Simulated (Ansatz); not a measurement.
# Pt: a film clamped to a substrate

The calculation used DFT PBEsol, scalar-relativistic, plane waves, PAW (Ansatz). Cutoff 420 eV, Γ-centred 24×24×14 k-points, Gaussian smearing of 0.15 eV. Spin–orbit coupling is left out, which can shift energies with elements as heavy as these. No spin polarisation. Energies are free energies at this smearing, counted from the undisturbed cell; pressure is positive in compression.

Zero of the scan (relaxed at this level; with this scan's settings it stands at 0.1 GPa; this form isn't the usual structure):

```xyz
2
Lattice="2.7252 0.0000 0.0000 -1.3626 2.3601 0.0000 0.0000 0.0000 4.7068" Properties=species:S:1:pos:R:3 pbc="T T T"
Pt    1.3626    0.7867    3.5301
Pt    0.0000    1.5734    1.1767
```

The cell (2 atoms, V0 = 30.27 Å³) is strained by p along both x and y and by q along z, fractional coordinates fixed. τp = (1/V0) ∂E/∂p = (σxx + σyy)(1 + p)(1 + q) and τq = (1/V0) ∂E/∂q = σzz(1 + p)², with tension positive.

```csv
p,q,ΔE (meV/atom),τp (GPa),τq (GPa)
0.000,0.000,0.00,-0.85,0.47
-0.025,0.000,47.41,-41.43,-9.65
0.025,0.000,34.46,28.37,9.96
0.000,-0.025,11.08,-11.65,-10.20
0.000,0.025,11.71,8.08,9.11
```

**Question.** Get the second derivatives of the energy density.

**Answer.** Central differences give A = ∂τp/∂p = 1396 GPa (C11 + C22 + 2 C12), C = ∂τq/∂q = 386 GPa (C33) and the cross term B = ∂τq/∂p = 392 GPa (C13 + C23); ∂τp/∂q = 395 GPa must equal B, and any difference shows higher-order terms. The ions are clamped.

**Question.** A film of this crystal grows with z along the normal on a substrate that imposes p. How does its thickness respond, and what does the misfit cost?

**Answer.** Count p and q from the stress-free cell. A free surface needs τq = 0, so q = −(B/C) p = -1.02 p. The energy density left is (A − B²/C) p²/2 = M p², with the biaxial modulus M = 499 GPa; a misfit of 1 % costs 4.71 meV/atom, against 6.59 meV/atom if the thickness were held.

In a metal these slopes depend on the k mesh and the smearing.

The film thins under in-plane tension by nearly the same fractional amount as each in-plane axis stretches, so its volume still grows. This relaxation removes a sizeable part of the misfit energy, yet the remaining biaxial stiffness is large, as expected for platinum, where a well-filled d band combines strong cohesion with high resistance to compression. The hexagonal cell is elongated along z relative to ideal close packing, leaving shorter contacts within the layers than between them. This probably explains why the slopes imply a softer response along the normal than in the plane under uniform compression.

In-plane compression costs more than equal tension, consistent with steepening short-range repulsion. The energies for strain along z reverse that order, but the residual tension at the origin accounts for this; the stress changes still show stiffening on compression. Clamping the ions should not affect these moduli, because symmetry fixes the atomic sites under both strains. The bulk elastic energy alone cannot show whether a film stays coherent, which also depends on its thickness, surface stress and the cost of misfit dislocations.
